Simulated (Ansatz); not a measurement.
An element in the fcc structure gives these cold pressures by all-electron LAPW under PBE (Ansatz 0.2.0, scalar-relativistic, no spin polarisation).

```json
{"V (Å³/atom)": "18.78", "P (GPa)": "-0.04"}
{"V (Å³/atom)": "16.90", "P (GPa)": "20.7"}
{"V (Å³/atom)": "15.02", "P (GPa)": "53.7"}
{"V (Å³/atom)": "13.14", "P (GPa)": "107.0"}
{"V (Å³/atom)": "11.27", "P (GPa)": "199.2"}
{"V (Å³/atom)": "9.39", "P (GPa)": "368.0"}
{"V (Å³/atom)": "7.51", "P (GPa)": "759.3"}
```

Task: Which element is it?

Result: Nb. Its zero-pressure volume in this structure is near 18.8 Å³/atom; the volume and the steepness of P(V) together point to it, though neighbours can come close. Other candidates weren't computed, and some may come near.
